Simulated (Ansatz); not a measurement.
**ZrB2 under changes of volume**

One of the cells (10.249 Å³/atom); the others are scaled copies at fixed shape and fractional positions:

```xyz
3
Lattice="3.1700 0.0000 0.0000 -1.5850 2.7453 0.0000 0.0000 0.0000 3.5330" Properties=species:S:1:pos:R:3 pbc="T T T"
Zr    0.0000    0.0000    0.0000
B     1.5850    0.9151    1.7665
B     0.0000    1.8302    1.7665
```

- Program: Ansatz 0.2.0
- Functional: PBE
- Potentials or basis: all-electron LAPW, scalar-relativistic
- Cutoff: 281 eV (chosen from the basis error)
- Basis error allowed: 0.001 eV/atom
- k mesh: 10 × 10 × 8
- Occupations: fermi-dirac, width 0.05 eV
- Spin: no spin polarisation

```csv
volume (Å³/atom),energy over the lowest point (meV/atom),pressure (GPa)
9.634,33.99,17.7
9.839,15.34,11.5
10.044,4.25,5.9
10.249,0.00,0.8
10.454,1.95,-3.8
10.659,?,?
10.864,22.22,-11.8
```

**Question.** What does the run at 10.659 Å³/atom give?

**Answer.** Energy over the lowest point 9.53 meV/atom; pressure -8.0 GPa.

Worked out: A Birch-Murnaghan fit of order 3 (a polynomial in V^(-2/3)) to the other rows has its minimum at 10.28 Å³/atom with B0 = V·E''(V) = 239 GPa and B' = 3.9 at fixed shape and positions, which overstates the stiffness. It gives 9.53 meV/atom at 10.659 Å³/atom, against the run's 9.53, and -dE/dV = -8.0 GPa, against -8.0.

Energies are extrapolated to zero smearing.
